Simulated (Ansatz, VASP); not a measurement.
## One calculation of C, two programs

```
C
1.0
     0.00000    1.78337    1.78337
     1.78337    0.00000    1.78337
     1.78337    1.78337    0.00000
C
2
Cartesian
  0.0000 0.0000 0.0000
  0.8917 0.8917 0.8917
```

Alike in both runs: functional PBE; k mesh 13 × 13 × 13; occupations fermi-dirac, width 0.05 eV; no spin polarisation.

Ansatz relaxed the structure, and its values are those at the end. VASP's run is a single point on that final structure, the one shown.

|  | VASP | Ansatz |
| --- | --- | --- |
| version | VASP 6.6.1 | Ansatz 0.2.0 |
| potentials or method | VASP PAW PBE potentials, release 64 (C) | plane-wave PAW, scalar-relativistic |
| plane-wave cutoff (eV) | 520 | 420 |
| valence electrons in the cell | 8 | 8 |

|  | VASP | Ansatz | Ansatz less VASP |
| --- | --- | --- | --- |
| gap on the k mesh at the Fermi level (eV) | 4.14 | 4.15 | +0.008 |
| pressure (GPa) | 2.5 | 1.8 | -0.68 |

Ansatz warned: «stress_scf_threshold_loose».

Caveats: an odd mesh through Γ misses points on the zone boundary, where band edges often lie.
